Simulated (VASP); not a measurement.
The system is SiNi3.

```
Ni Si
1.0
     3.54200    0.00000    0.00000
     0.00000    3.54200    0.00000
     0.00000    0.00000    3.54200
Ni Si
3 1
Direct
  0.50000 0.50000 0.00000
  0.50000 0.00000 0.50000
  0.00000 0.50000 0.50000
  0.00000 0.00000 0.00000
```

```yaml
Program: VASP 6.6.1
Task: relaxation of cell and atoms
Functional: PBE
Dispersion: D3(BJ)
Potentials_or_basis: VASP PAW PBE potentials, release 64 (Ni, Si)
Cutoff: 600 eV
k_mesh: 8 × 8 × 8
Occupations: fermi-dirac, width 0.05 eV
Spin: collinear spin, ferromagnetic start
Starting_moments: "[1.0, 1.0, 1.0, 0.0] μB"
```

At the start: pressure -13.1 GPa; volume 11.11 Å³/atom.

Q: Where does the relaxation end?

A: Over 3 steps the energy falls by 31.0 meV/atom and the volume is 10.41 Å³/atom (-6.3 %); space group Pm-3m (No. 221, to 0.05 Å); moment 0.00 μB per cell.

Step by step:
```csv
step,energy change (eV),largest force (eV/Å),pressure (GPa),volume (Å³)
1,0.0000,0.0000,-13.08,44.44
2,0.0260,0.0000,18.71,38.86
3,-0.1240,0.0000,-0.13,41.63
```

Final structure:
```
Ni Si
1.0
     3.46586    0.00000    0.00000
     0.00000    3.46586    0.00000
     0.00000    0.00000    3.46586
Ni Si
3 1
Direct
  0.50000 0.50000 0.00000
  0.50000 0.00000 0.50000
  0.00000 0.50000 0.50000
  0.00000 0.00000 0.00000
```

Caveat: pairwise dispersion overbinds metals, which lowers pressure and volume.
